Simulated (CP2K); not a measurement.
# ZnS (Wurtzite-2H) (P6_3mc) in CP2K: reference runs

How does ZnS (Wurtzite-2H) come out in PBE? The cell is run as given and disturbed.

All numbers are computed with CP2K 2026.2; they aren't measurements. Logs are shortened: lines on timing, memory, paths and dates and some standing lists are left out, and cuts for length are marked.

**What was measured.**

From a printed reference work, monograph, for a bulk crystal of ZnS at 4 K: band gap 3.911 eV (direct).

The runs below are set against these values where they give the same quantity.

## (1) Starting point

The structure is hexagonal, space group P6_3mc (No. 186). The conventional cell has a = 3.811 Å, b = 3.811 Å, c = 6.234 Å, α = 90.00°, β = 90.00°, γ = 120.00°. Around Zn (site symmetry 3m) lie 4 S at 2.31 to 2.40 Å. S (site symmetry 3m) is surrounded by 4 Zn at 2.31 to 2.40 Å.

## (2) Single point, PBE

Input file zns_scf.inp:

```
&GLOBAL
  PROJECT zns_scf
  RUN_TYPE ENERGY_FORCE
  PRINT_LEVEL LOW
&END GLOBAL
&FORCE_EVAL
  METHOD QS
  STRESS_TENSOR ANALYTICAL
  &DFT
    BASIS_SET_FILE_NAME BASIS_MOLOPT_UZH
    POTENTIAL_FILE_NAME POTENTIAL_UZH
    &MGRID
      CUTOFF 450
      REL_CUTOFF 60
      NGRIDS 4
    &END MGRID
    &QS
      METHOD GPW
      EPS_DEFAULT 1.0E-10
    &END QS
    &KPOINTS
      SCHEME MONKHORST-PACK 8 8 5
      GAMMA_CENTERED T
      SYMMETRY T
      SYMMETRY_BACKEND SPGLIB
    &END KPOINTS
    &SCF
      SCF_GUESS ATOMIC
      EPS_SCF 1.0E-6
      MAX_SCF 100
      ADDED_MOS 14
      CHOLESKY OFF
      EPS_EIGVAL 1.0E-7
      &DIAGONALIZATION ON
        ALGORITHM STANDARD
      &END DIAGONALIZATION
      &MIXING ON
        METHOD BROYDEN_MIXING
        ALPHA 0.4
        BETA 1.5
        NBUFFER 8
      &END MIXING
      &SMEAR ON
        METHOD FERMI_DIRAC
        ELECTRONIC_TEMPERATURE [K] 580.226
      &END SMEAR
    &END SCF
    &XC
      &XC_FUNCTIONAL
        &GGA_X_PBE
        &END GGA_X_PBE
        &GGA_C_PBE
        &END GGA_C_PBE
      &END XC_FUNCTIONAL
    &END XC
    &PRINT
      &KPOINTS ON
      &END KPOINTS
      &MULLIKEN ON
      &END MULLIKEN
      &MO ON
        ENERGIES T
        OCCUPATION_NUMBERS T
        &EACH
          QS_SCF 0
        &END EACH
        ADD_LAST NUMERIC
      &END MO
      &LOWDIN ON
      &END LOWDIN
      &HIRSHFELD ON
        SHAPE_FUNCTION DENSITY
      &END HIRSHFELD
      &E_DENSITY_CUBE ON
        STRIDE 1
      &END E_DENSITY_CUBE
      &V_HARTREE_CUBE ON
        STRIDE 1
      &END V_HARTREE_CUBE
      &ELF_CUBE ON
        STRIDE 1
      &END ELF_CUBE
    &END PRINT
  &END DFT
  &SUBSYS
    &CELL
      A 3.8110000000 0.0000000000 0.0000000000
      B -1.9055000000 3.3004228138 0.0000000000
      C 0.0000000000 0.0000000000 6.2340000000
      PERIODIC XYZ
    &END CELL
    &COORD
      Zn  1.9055000002 1.1001409378 3.1170000000
      Zn  -0.0000000002 2.2002818760 0.0000000000
      S   1.9055000002 1.1001409378 5.5170900000
      S   -0.0000000002 2.2002818760 2.4000900000
    &END COORD
    &KIND Zn
      BASIS_SET TZVP-MOLOPT-PBE-GTH-q12
      POTENTIAL GTH-PBE-q12
    &END KIND
    &KIND S
      BASIS_SET TZVP-MOLOPT-PBE-GTH-q6
      POTENTIAL GTH-PBE-q6
    &END KIND
    &PRINT
      &ATOMIC_COORDINATES ON
      &END ATOMIC_COORDINATES
      &CELL ON
      &END CELL
    &END PRINT
  &END SUBSYS
  &PRINT
    &FORCES ON
    &END FORCES
    &STRESS_TENSOR ON
    &END STRESS_TENSOR
  &END PRINT
&END FORCE_EVAL
```

Potentials or basis: POTENTIAL_UZH Zn GTH-PBE-q12, S GTH-PBE-q6; TZVP-MOLOPT-PBE-GTH basis.

Run with:

```
$ OMP_NUM_THREADS=1 cp2k.psmp -i zns_scf.inp -o zns_scf.out
```

zns_scf.out:

```text

 CP2K| version string:                                       CP2K version 2026.2
 CP2K| Input file name                                               zns_scf.inp

 GLOBAL| Force Environment number                                              1
 GLOBAL| Basis set file name                                    BASIS_MOLOPT_UZH
 GLOBAL| Potential file name                                       POTENTIAL_UZH
 GLOBAL| MM Potential file name                                     MM_POTENTIAL
 GLOBAL| Coordinate file name                                      __STD_INPUT__
 GLOBAL| Method name                                                        CP2K
 GLOBAL| Project name                                                    zns_scf
 GLOBAL| Run type                                                   ENERGY_FORCE
 GLOBAL| FFT library                                                       FFTW3
[... 8 lines left out ...]
 GLOBAL| CPU model name                                                  UNKNOWN

 CELL| Volume [angstrom^3]:                                            78.410699
 CELL| Vector a [angstrom]:       3.811     0.000     0.000   |a| =     3.811000
 CELL| Vector b [angstrom]:      -1.906     3.300     0.000   |b| =     3.811000
 CELL| Vector c [angstrom]:       0.000     0.000     6.234   |c| =     6.234000
 CELL| Angle (b,c), alpha [degree]:                                    90.000000
 CELL| Angle (a,c), beta  [degree]:                                    90.000000
 CELL| Angle (a,b), gamma [degree]:                                   120.000000
 CELL| Numerically orthorhombic:                                              NO
 CELL| Periodicity                                                           XYZ

 CELL_REF| Volume [angstrom^3]:                                        78.410699
 CELL_REF| Vector a [angstrom     3.811     0.000     0.000   |a| =     3.811000
 CELL_REF| Vector b [angstrom    -1.906     3.300     0.000   |b| =     3.811000
 CELL_REF| Vector c [angstrom     0.000     0.000     6.234   |c| =     6.234000
 CELL_REF| Angle (b,c), alpha [degree]:                                90.000000
 CELL_REF| Angle (a,c), beta  [degree]:                                90.000000
 CELL_REF| Angle (a,b), gamma [degree]:                               120.000000
 CELL_REF| Numerically orthorhombic:                                          NO
 CELL_REF| Periodicity                                                       XYZ
[... 9 lines left out ...]
 TOTAL NUMBERS AND MAXIMUM NUMBERS

  Total number of            - Atomic kinds:                                   2
                             - Atoms:                                          4
                             - Shell sets:                                     4
                             - Shells:                                        34
                             - Primitive Cartesian functions:                 20
                             - Cartesian basis functions:                    116
                             - Spherical basis functions:                    102

  Maximum angular momentum of- Orbital basis functions:                        3
                             - Local part of the GTH pseudopotential:          0
                             - Non-local part of the GTH pseudopotential:      4

[... 124 lines left out ...]

 MO| EIGENVALUES AND OCCUPATION NUMBERS FOR K POINT 1
 MO|
 MO|  Index      Eigenvalue [a.u.]        Eigenvalue [eV]             Occupation
 MO|      1              -0.322049              -8.763390               2.000000
 MO|      2              -0.320448              -8.719841               2.000000
 MO|      3              -0.110154              -2.997451               2.000000
 MO|      4              -0.108279              -2.946413               2.000000
 MO|      5              -0.108111              -2.941848               2.000000
 MO|      6              -0.106066              -2.886203               2.000000
[... 531 lines left out ...]
 MO|     31               0.661629              18.003833               0.000000
 MO|     32               0.677456              18.434508               0.000000
 MO| Sum:                                                              36.000000
 MO| E(Fermi):            0.166696 a.u.          4.536038 eV
 MO| Band gap:            0.224021 a.u.          6.095920 eV

 [... the levels of further k-points ...]

 The electron density is written in Cube    file format to the file:

 zns_scf-ELECTRON_DENSITY-1_0.cube

 !-----------------------------------------------------------------------------!
                     Mulliken Population Analysis

 #  Atom  Element  Kind  Atomic population                           Net charge
       1     Zn       1         11.603593                              0.396407
       2     Zn       1         11.603591                              0.396409
       3     S        2          6.396408                             -0.396408
       4     S        2          6.396408                             -0.396408
 # Total charge                             36.000000                 -0.000000

 !-----------------------------------------------------------------------------!

 !-----------------------------------------------------------------------------!
                           Hirshfeld Charges

  #Atom  Element  Kind  Ref Charge     Population                    Net charge
      1       Zn     1      12.000         11.761                         0.239
      2       Zn     1      12.000         11.761                         0.239
      3       S      2       6.000          6.239                        -0.239
      4       S      2       6.000          6.239                        -0.239

  Total Charge                                                           -0.000
 !-----------------------------------------------------------------------------!

 LOWDIN POPULATION ANALYSIS

 #  Atom  Element  Kind  Atomic population                           Net charge
       1     Zn       1         13.344483                             -1.344483
       2     Zn       1         13.340406                             -1.340406
       3     S        2          4.658113                              1.341887
       4     S        2          4.656999                              1.343001
 # Total charge                             36.000000                 -0.000000

               ----- ELF is computed on the real space grid -----

 ELF is written in Cube    file format to the file:

 zns_scf-ELF_S1-1_0.cube

 ENERGY| Total FORCE_EVAL ( QS ) energy [hartree]           -141.678609988596378

 FORCES| Atomic forces [hartree/bohr]
 FORCES|   Atom     x               y               z               |f|
 FORCES|      1  1.05216785E-06 -6.14979010E-07  7.36067887E-03   7.36067897E-03
 FORCES|      2 -1.05210333E-06  6.11990027E-07  7.36066497E-03   7.36066507E-03
 FORCES|      3  9.74605451E-07 -5.61889421E-07 -6.55108178E-03   6.55108188E-03
 FORCES|      4 -9.74669261E-07  5.64877659E-07 -6.55109769E-03   6.55109779E-03
 FORCES| Sum     7.14249523E-13 -7.45402371E-13  1.61916437E-03
 FORCES| Total atomic force                                       1.61916437E-03

 STRESS| Analytical stress tensor [bar]
 STRESS|                        x                   y                   z
 STRESS|      x        3.45473386078E+04   5.62559422717E+00  -4.56889112126E-04
 STRESS|      y        5.62559422717E+00   3.45541269941E+04   6.14688576650E-03
 STRESS|      z       -4.56889112126E-04   6.14688576650E-03   1.43586330289E+04
 STRESS| 1/3 Trace                                             2.78200328769E+04
 STRESS| Determinant                                           1.71406626026E+13

 STRESS| Eigenvectors and eigenvalues of the analytical stress tensor [bar]
 STRESS|                        1                   2                   3
 STRESS| Eigenvalues   1.43586330289E+04   3.45441625759E+04   3.45573030261E+04
 STRESS|      x           0.000000022716      0.870804876181      0.491628790470
 STRESS|      y          -0.000000304375     -0.491628790470      0.870804876181
 STRESS|      z           1.000000000000     -0.000000169421      0.000000253884
```

It took 1.7 min on 1 thread of Arm Neoverse V1, shared host; peak memory 0.49 GiB.

Results:

```yaml
Free_energy: -3855.2710 eV
Pressure: 2.8 GPa
Band_gap_on_the_k_mesh: 2.21 eV, direct
Mulliken_charges: Zn +0.40; S -0.40 e
Hirshfeld_charges: Zn +0.24; S -0.24 e
```

Stress tensor (GPa, compression positive):
```
3.45 0.00 0.00
0.00 3.46 0.00
0.00 0.00 1.44
```

Caveat: Mulliken charges move with the basis; the basis of atomic orbitals isn't converged, which shifts pressures, moduli and gaps.

(Continued in part 2 of 2.)
